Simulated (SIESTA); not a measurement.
Wanted: the native input for a SIESTA 5.4.2 run.

```
Task                : band structure
Functional          : LDA
Potentials or basis : PseudoDojo 0.4 standard (PBE and LDA files)
Basis               : DZP (energy shift 0.003 Ry; two zetas on semicore shells)
Grid cutoff         : 800 Ry
Energy shift        : 0.003 Ry
k mesh              : 5 × 5 × 8
Occupations         : fermi-dirac, width 0.05 eV
Spin                : no spin polarisation
```

Crystal: La2O3.

```xyz
5
Lattice="6.3703 0.0000 0.0000 -3.1851 5.5168 0.0000 0.0000 0.0000 3.2899" Properties=species:S:1:pos:R:3 pbc="T T T"
La    3.1851    1.8389    1.6387
La    0.0000    3.6779    1.6512
O     3.2145    0.0000    0.0000
O    -1.6072    2.7838    0.0000
O     1.5779    2.7330    0.0000
```

The cell comes from a database or a generator and needn't be the stable form of this composition.

One way to write it, as run:

La2O3.fdf

```
SystemName                      La2O3
SystemLabel                     La2O3
NumberOfSpecies                 2
NumberOfAtoms                   5
%block ChemicalSpeciesLabel
  1  57 La
  2   8 O
%endblock ChemicalSpeciesLabel

LatticeConstant                 1.0 Ang
%block LatticeVectors
     6.3702727145     0.0000000000     0.0000000000
    -3.1851363572     5.5168179998     0.0000000000
     0.0000000000     0.0000000000     3.2898942108
%endblock LatticeVectors
AtomicCoordinatesFormat         Fractional
%block AtomicCoordinatesAndAtomicSpecies
     0.6666666667     0.3333333333     0.4981030000  1  La
     0.3333333333     0.6666666667     0.5018970000  1  La
     0.5046070000     0.0000000000     0.0000000000  2  O
     0.0000000000     0.5046070000     0.0000000000  2  O
     0.4953930000     0.4953930000     0.0000000000  2  O
%endblock AtomicCoordinatesAndAtomicSpecies

%block kgrid.MonkhorstPack
    5   0   0  0.0
    0   5   0  0.0
    0   0   8  0.0
%endblock kgrid.MonkhorstPack
XC.Functional                   LDA
XC.Authors                      PW92
PAO.BasisSize                   DZP
PAO.EnergyShift                 0.003 Ry
Mesh.Cutoff                     800 Ry
OccupationFunction              FD
ElectronicTemperature           0.05 eV
MaxSCFIterations                120
SCF.MustConverge                false
SCF.Mixer.Method                Pulay
SCF.Mixer.Weight                0.25
SCF.Mixer.History               8
SCF.DM.Tolerance                5.0e-05
SCF.H.Tolerance                 1.0e-03 eV
WriteForces                     true
Charge.Mulliken                 end
BandLinesScale                  ReciprocalLatticeVectors
%block BandLines
    1    0.000000   0.000000   0.000000  \Gamma
    8    0.500000   0.000000   0.000000  M
    4    0.333333   0.333333   0.000000  K
    9    0.000000   0.000000   0.000000  \Gamma
   13    0.000000   0.000000   0.500000  A
    8    0.500000   0.000000   0.500000  L
    4    0.333333   0.333333   0.500000  H
    9    0.000000   0.000000   0.500000  A
    1    0.500000   0.000000   0.500000  L
   13    0.500000   0.000000   0.000000  M
    1    0.333333   0.333333   0.000000  K
   13    0.333333   0.333333   0.500000  H
%endblock BandLines
%block PAO.Basis
  La 5
  n=5 0 2
    4.197 0.000
  n=6 0 2
    9.500 0.000
  n=5 1 2
    4.957 0.000
  n=6 1 1
    9.500
  n=5 2 2
    8.463 0.000
%endblock PAO.Basis
```

Potentials or basis: PseudoDojo 0.4 standard (PBE and LDA files), DZP (energy shift 0.003 Ry; two zetas on semicore shells).

Command:

```console
$ siesta La2O3.fdf > La2O3.out 2>&1
```

Results of the run:

The pressure is 0.0 GPa and the largest force is 0.036 eV/Å. The band gap on the k mesh is 1.19 eV, indirect (least direct gap 1.46 eV) and the band gap along the path is 1.19 eV, indirect (least direct gap 1.46 eV).

Caveat: the potentials were made for another functional, which shifts forces and pressure; spin-orbit coupling is left out, which moves the levels of the heavy elements; the basis of atomic orbitals isn't converged, which shifts pressures, moduli and gaps.

It took 86 s on 1 thread of Arm Neoverse V2, on a shared host, peak memory 0.52 GiB.
